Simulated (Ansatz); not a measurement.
# AlRu (database structure): how the settings move a single-point run

Question: which choices in the input matter for AlRu (database structure)?

Method: reference: DFT PBEsol, plane waves, PAW, scalar-relativistic, no spin polarisation, in Ansatz 0.2.0.

2 further runs of the same task are left out: 1 that didn't finish, 1 set aside as unsound or not needed.

### Step 1. The system as given

Symmetry: Pm-3m, No. 221, cubic system. The conventional cell has a = 3.030 Å, b = 3.030 Å, c = 3.030 Å, α = 90.00°, β = 90.00°, γ = 90.00°. Ru (site symmetry m-3m) has 8 Al at 2.62 Å as nearest neighbours. Al (site symmetry m-3m) has 8 Ru at 2.62 Å as nearest neighbours.

Coordinates:

```cif
data_structure
_symmetry_space_group_name_H-M 'Pm-3m'
_symmetry_Int_Tables_number 221
_cell_length_a 3.0301
_cell_length_b 3.0301
_cell_length_c 3.0301
_cell_angle_alpha 90.000
_cell_angle_beta 90.000
_cell_angle_gamma 90.000
_cell_volume 27.82
loop_
_atom_site_label
_atom_site_type_symbol
_atom_site_symmetry_multiplicity
_atom_site_Wyckoff_symbol
_atom_site_fract_x
_atom_site_fract_y
_atom_site_fract_z
_atom_site_occupancy
Ru1 Ru 1 b 0.50000 0.50000 0.50000 1
Al1 Al 1 a 0.00000 0.00000 0.00000 1
```

### Step 2. The reference run

The input, input.yaml:

```yaml
crystal:
  lattice:
    - [3.030082, 0.0, 0.0]
    - [0.0, 3.030082, 0.0]
    - [0.0, 0.0, 3.030082]
  atoms:
    - { symbol: Ru, position: [0.5, 0.5, 0.5] }
    - { symbol: Al, position: [0.0, 0.0, 0.0] }
  symmetry: { tolerance: 0.0003 }
kpoints:
  mp_grid: { grid: [6, 6, 6], shift: [0, 0, 0] }
magnetization:
  spin_polarized: false
scf:
  occupations: { method: methfessel_paxton, width: 0.1055 }
hamiltonian:
  pseudopotentials: { kind: paw }
  xc: pbesol
basis:
  ecutwfc: 420
output:
  forces: true
  stress: true
  eigenvalues: true
  write_density: true
  write_potential: true
  elf: true
  volumetric_format: npy
```

Launch:

```sh
$ ansatz run input.yaml --threads 1 --pin off --max-ram 2560MiB --backend cpu --events-out ev --progress --plain --runs-dir out
```

The log of the run, cut to the lines that bear on the results:

```text
Warning: RAYON_NUM_THREADS=1 ignored (pool sized by the plan → 1); use --threads N
[...]
Pseudopotentials: kind: paw
Pseudopotential: Ru, paw, valence charge 16, recommended cutoff 420 eV (normal), Ru.paw.azcp
Pseudopotential: Al, paw, valence charge 3, recommended cutoff 420 eV (normal), Al.paw.azcp
Functional definition: PBEsol
[...]
Crystal: 2 atoms, lattice volume = 27.820 Å³
Basis set: ecut = 420 eV, 515 PW (Γ), exchange–correlation on 48×48×48 points (8 copies of the dense FFT grid, shifted against one another)
Bands: 14, of which v1, the nominal top of the filled ones, is band 10 counted from 1 (9 counted from 0)
Symmetry: 48 space group operations
Space group: Pm-3m (ITA 221), of the structure as read, at distance tolerance 9.1e-4 Å
k-points: 20 of 216
[...]
SCF iter   1: F=—  HF=-6342.264175 eV  |F-HF|=—  |Δ(HF+E_count)|=         —  Δρ=1.49e-2  dr2=3.80e-2  ethr=1.77e-3  ⟨swp⟩=5.0  Hψ=1472  notcnv=0
[...]
SCF iter   5: F=-6342.255046 eV  HF=-6342.255046 eV  |F-HF|=2.30e-8  |Δ(HF+E_count)|=   9.27e-7  S|Δr|=    0.00e0  Δρ=1.96e-5  dr2=3.81e-8  ethr=5.26e-10  ⟨swp⟩=6.4  Hψ=1634  notcnv=0
[...]
SCF converged after 5 iterations
Stability not checked: this state was not tested for a lower state beside it, because cold or Methfessel-Paxton smearing, or corrected tetrahedra, fill the levels in a way that the test cannot read (fill_not_monotonic; see scf.lower_state_search)
Free energy (F): -6342.255046 eV
[...]
E sigma→0 (E₀):  -6342.254233 eV
Entropy (-TS):   -0.003251 eV (-1.626 meV/atom)
Fermi energy:    15.126091 eV
[...]
--- Forces (eV/Å), atoms counted from 1 ---
  atom   1  Ru     0.00000000    -0.00000000     0.00000000
  atom   2  Al    -0.00000000     0.00000000    -0.00000000
[...]
--- Stress (GPa, compression-positive) ---
      -10.614233      -0.000000       0.000000
       -0.000000     -10.614233       0.000000
        0.000000       0.000000     -10.614233
  P = ⅓ Tr σ = -10.6142 GPa (-106.142 kbar)
--- Band table (eV; the first three rows and the last of 20) ---
  k-point 0: bands = ["-56.4750", "-26.4456", "-26.4456", "-26.4456", "5.8052", "11.8751", "11.8751", "15.4130", "15.4130", "15.4130", "21.1320", "21.1320", "21.1320", "25.9832"]
[...]
```

It took 1 s on 1 thread of Arm Neoverse V1, shared host; peak memory 0.27 GiB.

### Step 3. Changing settings: chi_scale 0.1, xc_grid 3

input.yaml, as its differences from that of step 2:

```diff
@@ -15,2 +15,3 @@
   occupations: { method: methfessel_paxton, width: 0.1055 }
+  initial_density: { chi_scale: 0.1 }
 hamiltonian:
@@ -20,2 +21,3 @@
   ecutwfc: 420
+  xc_grid: 3
 output:
```

Launch:

```sh
$ ansatz run input.yaml --threads 1 --pin off --max-ram 2560MiB --backend cpu --events-out ev --progress --plain --runs-dir out
```

The log of the run, cut to the lines that bear on the results:

```text
Warning: RAYON_NUM_THREADS=1 ignored (pool sized by the plan → 1); use --threads N
[...]
[... 4 set-up lines as earlier in the session ...]
[...]
Crystal: 2 atoms, lattice volume = 27.820 Å³
Basis set: ecut = 420 eV, 515 PW (Γ), exchange–correlation on 72×72×72 points (27 copies of the dense FFT grid, shifted against one another)
Bands: 14, of which v1, the nominal top of the filled ones, is band 10 counted from 1 (9 counted from 0)
[... 2 set-up lines as earlier in the session ...]
k-points: 20 of 216
[...]
SCF iter   1: F=—  HF=-6343.290425 eV  |F-HF|=—  |Δ(HF+E_count)|=         —  Δρ=1.17e-1  dr2=4.72e0  ethr=3.10e-3  ⟨swp⟩=5.0  Hψ=1361  notcnv=0
[...]
SCF converged after 7 iterations
Stability not checked: this state was not tested for a lower state beside it, because cold or Methfessel-Paxton smearing, or corrected tetrahedra, fill the levels in a way that the test cannot read (fill_not_monotonic; see scf.lower_state_search)
Free energy (F): -6342.255045 eV
[...]
E sigma→0 (E₀):  -6342.254233 eV
Entropy (-TS):   -0.003252 eV (-1.626 meV/atom)
Fermi energy:    15.126091 eV
[...]
--- Forces (eV/Å), atoms counted from 1 ---
  atom   1  Ru     0.00000000    -0.00000000     0.00000000
  atom   2  Al    -0.00000000    -0.00000000     0.00000000
[...]
--- Stress (GPa, compression-positive) ---
      -10.613985       0.000000       0.000000
        0.000000     -10.613985       0.000000
        0.000000       0.000000     -10.613985
  P = ⅓ Tr σ = -10.6140 GPa (-106.140 kbar)
--- Band table (eV; the first three rows and the last of 20) ---
  k-point 0: bands = ["-56.4749", "-26.4456", "-26.4456", "-26.4456", "5.8052", "11.8751", "11.8751", "15.4130", "15.4130", "15.4130", "21.1320", "21.1320", "21.1320", "25.9832"]
[...]
```

It took 1.1 s on 1 thread of Arm Neoverse V1, shared host; peak memory 0.27 GiB.

Changing the start and numerical grids hardly moves the energy: 0.0 meV/atom.

### Step 4. Variant: chi_scale 0.0

input.yaml, as its differences from that of step 2:

```diff
@@ -15,2 +15,3 @@
   occupations: { method: methfessel_paxton, width: 0.1055 }
+  initial_density: { chi_scale: 0.0 }
 hamiltonian:
@@ -24,5 +25 @@
   eigenvalues: true
-  write_density: true
-  write_potential: true
-  elf: true
-  volumetric_format: npy
```

Launch:

```sh
$ ansatz run input.yaml --threads 1 --pin off --max-ram 2560MiB --backend cpu --events-out ev --progress --plain --runs-dir out
```

The log of the run, cut to the lines that bear on the results:

```text
Warning: RAYON_NUM_THREADS=1 ignored (pool sized by the plan → 1); use --threads N
[...]
[... 4 set-up lines as earlier in the session ...]
[...]
Crystal: 2 atoms, lattice volume = 27.820 Å³
Basis set: ecut = 420 eV, 515 PW (Γ), exchange–correlation on 48×48×48 points (8 copies of the dense FFT grid, shifted against one another)
Bands: 14, of which v1, the nominal top of the filled ones, is band 10 counted from 1 (9 counted from 0)
[... 2 set-up lines as earlier in the session ...]
k-points: 20 of 216
[...]
SCF iter   1: F=—  HF=-6343.052284 eV  |F-HF|=—  |Δ(HF+E_count)|=         —  Δρ=1.03e-1  dr2=3.39e0  ethr=3.10e-3  ⟨swp⟩=5.0  Hψ=1359  notcnv=0
[...]
SCF converged after 7 iterations
Stability not checked: this state was not tested for a lower state beside it, because cold or Methfessel-Paxton smearing, or corrected tetrahedra, fill the levels in a way that the test cannot read (fill_not_monotonic; see scf.lower_state_search)
Free energy (F): -6342.255046 eV
[...]
E sigma→0 (E₀):  -6342.254233 eV
Entropy (-TS):   -0.003251 eV (-1.626 meV/atom)
Fermi energy:    15.126141 eV
[...]
--- Forces (eV/Å), atoms counted from 1 ---
  atom   1  Ru     0.00000000     0.00000000     0.00000000
  atom   2  Al    -0.00000000    -0.00000000     0.00000000
[...]
--- Stress (GPa, compression-positive) ---
      -10.613976      -0.000000       0.000000
       -0.000000     -10.613976       0.000000
        0.000000      -0.000000     -10.613976
  P = ⅓ Tr σ = -10.6140 GPa (-106.140 kbar)
--- Band table (eV; the first three rows and the last of 20) ---
  k-point 0: bands = ["-56.4749", "-26.4455", "-26.4455", "-26.4455", "5.8052", "11.8751", "11.8751", "15.4131", "15.4131", "15.4131", "21.1320", "21.1320", "21.1320", "25.9832"]
[...]
```

It took 0.93 s on 1 thread of Arm Neoverse V1, shared host; peak memory 0.25 GiB.

Same state: the changed start leaves the energy within 0.5 meV/atom.

### Step 5. Comparison

```csv
run,ending,energy change,pressure (GPa),gap (eV),force (eV/Å),cycles,time
reference,converged,0,-10.6,0.00,0.00,5,1 s
"1: chi_scale 0.1, xc_grid 3",converged,0.0 meV/atom,-10.6,0.00,0.00,7,1.1 s
2: chi_scale 0.0,converged,0.0 meV/atom,-10.6,0.00,0.00,7,0.93 s
```

Times don't compare one to one where runs were asked for different outputs or read a saved state (see the inputs); cycles may leave out searches for a lower state.

Residual by cycle in the longest SCF loop of each run; runs are numbered as in the table. The quantity is the density residual dr2, in eV.

```csv
cycle,reference,run 1,run 2
1,0.038,4.72,3.39
2,0.0124,1.75,1.29
3,5.1e-5,0.0489,0.015
4,5.6e-6,0.0021,6.1e-4
5,3.8e-8,6.4e-5,2.1e-5
6,-,4.9e-7,8.7e-8
7,-,1.0e-8,6.1e-10
```

What this shows: Of the converged runs whose energies compare with the reference's, none moves it noticeably.

Caveats on the reference run: it is run without spin, though an odd electron count or open d shells could carry moments; its mesh is coarse for a cell with so small a gap or none.
